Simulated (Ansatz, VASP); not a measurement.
## One calculation of Pd, two programs

INCAR

```
SYSTEM = Pd
  PREC = Accurate
  ENCUT = 520
  EDIFF = 1E-7
  ISMEAR = 0
  SIGMA = 0.05
  LREAL = .FALSE.
  LASPH = .TRUE.
  NELM = 100
  ALGO = Normal
  ISIF = 2
  LWAVE = .FALSE.
  LCHARG = .TRUE.
  GGA = PE
  LELF = .TRUE.
  LVHAR = .TRUE.
  NBANDS = 11
```

The input KPOINTS:

```
Automatic mesh
0
G
  8 8 8
  0 0 0
```

The input POSCAR:

```
Pd
1.0
    0.0000000000      1.9742795197      1.9742795197
    1.9742795197      0.0000000000      1.9742795197
    1.9742795197      1.9742795197      0.0000000000
Pd
1
Direct
    0.0000000000      0.0000000000      0.0000000000
```

Input for Ansatz:

```yaml
crystal:
  lattice:
    - [0.0, 1.9742795197, 1.9742795197]
    - [1.9742795197, 0.0, 1.9742795197]
    - [1.9742795197, 1.9742795197, 0.0]
  atoms:
    - { symbol: Pd, position: [0.0, 0.0, 0.0] }
basis:
  ecutwfc: 420
  ecutrho_ratio: 4
kpoints:
  mp_grid: { grid: [8, 8, 8] }
hamiltonian:
  xc: pbe
scf:
  occupations: { method: gaussian, width: 0.05 }
output:
  forces: true
  stress: true
  eigenvalues: true
```

Alike in both runs: task single point; functional PBE; k mesh 8 × 8 × 8; occupations gaussian, width 0.05 eV; no spin polarisation.

```csv
,VASP,Ansatz
version,VASP 6.6.1,Ansatz 0.2.0
potentials or method,"VASP PAW PBE potentials, release 64 (Pd)","scalar-relativistic, plane waves, PAW"
plane-wave cutoff (eV),520,420
valence electrons in the cell,10,18
```

```csv
,VASP,Ansatz,Ansatz less VASP
pressure (GPa),-0.3,0.0,+0.28
```

The two sets of potentials don't hold the same shells in valence.
